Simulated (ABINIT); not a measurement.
Wanted: the native input for an ABINIT 10.8.3 (patched build) run.

```yaml
Task: single point
Functional: LDA
Potentials_or_basis: JTH PAW LDA v2.0
Cutoff: 680 eV
k_mesh: 9 × 9 × 9
Occupations: fermi-dirac, width 0.05 eV
Spin: no spin polarisation
Fine-grid_cutoff: 1278.94 eV
```

The system is Cu3Au (Auricupride).

```
Au Cu
1.0
     3.74000    0.00000    0.00000
     0.00000    3.74000    0.00000
     0.00000    0.00000    3.74000
Au Cu
1 3
Direct
  0.00000 0.00000 0.00000
  0.50000 0.50000 0.00000
  0.50000 0.00000 0.50000
  0.00000 0.50000 0.50000
```

One way to write it, as run:

run.abi

```
pp_dirpath "./"
pseudos "Au.LDA_PW-JTH.xml, Cu.LDA_PW-JTH.xml"

acell 3.74 3.74 3.74 Angstrom
rprim
     1.0000000000     0.0000000000     0.0000000000
     0.0000000000     1.0000000000     0.0000000000
     0.0000000000     0.0000000000     1.0000000000
ntypat 2
znucl 79 29
natom 4
typat 1 2 2 2
xred
     0.0000000000     0.0000000000     0.0000000000
     0.5000000000     0.5000000000     0.0000000000
     0.5000000000     0.0000000000     0.5000000000
     0.0000000000     0.5000000000     0.5000000000

ecut 25.0
pawecutdg 47.0

kptopt 1
ngkpt 9 9 9
nshiftk 1
shiftk 0.0 0.0 0.0

ixc 7

nband 41
occopt 3
tsmear 0.05 eV

nstep 100
tolvrs 1.0e-9

iomode 3
prtwf 0
prteig 0
prtebands 0
enunit 2
prtden 1
prtvha 1
prtvclmb 1
prtpot 1
```

Potentials or basis: JTH PAW LDA v2.0.

Launch:

```sh
$ abinit run.abi > log 2>&1
```

It gave:

| Item | Value |
| --- | --- |
| Band gap on the k mesh | none (metal or under the smearing width) |
| Valence electrons inside the program's atomic spheres | Au 9.62; Cu 17.35 |

It took 4.8 min on 1 thread of Arm Neoverse V1 (shared host), peak memory 0.17 GiB.
